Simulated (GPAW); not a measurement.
The system is Sr.

```xyz
1
Lattice="0.0000 3.0423 3.0423 3.0423 0.0000 3.0423 3.0423 3.0423 0.0000" Properties=species:S:1:pos:R:3 pbc="T T T"
Sr    0.0000    0.0000    0.0000
```

| Property | Result |
| --- | --- |
| Program | GPAW 26.7.0 |
| Task | relaxation of cell and atoms |
| Functional | PBEsol |
| Potentials or basis | PAW data sets generated in the run's folder for this functional |
| Cutoff | 600 eV |
| Basis | pw |
| k mesh | 8 × 8 × 8 |
| Occupations | fermi-dirac, width 0.05 eV |
| Spin | no spin polarisation |

At the start: pressure -0.9 GPa; volume 56.32 Å³/atom.

Problem. How do energy, volume and symmetry change on relaxing?

Solution. Over 3 steps the energy falls by 12.4 meV/atom and the volume is 51.89 Å³/atom (-7.9 %); space group Fm-3m (No. 225, to 0.05 Å).

Step by step:
```
step  energy change (eV)  largest force (eV/Å)  pressure (GPa)  volume (Å³)
   1              0.0000                0.0000           -0.85        56.32
   2             -0.0036                0.0000           -0.73        55.60
   3             -0.0124                0.0000            0.05        51.89
```

Final structure:
```yaml
crystal:
  lattice:
    - [0.00000, 2.96033, 2.96033]
    - [2.96033, 0.00000, 2.96033]
    - [2.96033, 2.96033, 0.00000]
  atoms:
    - { symbol: Sr, position: [0.00000, 0.00000, 0.00000] }
```

Caveat: later steps reuse the first step's grids.
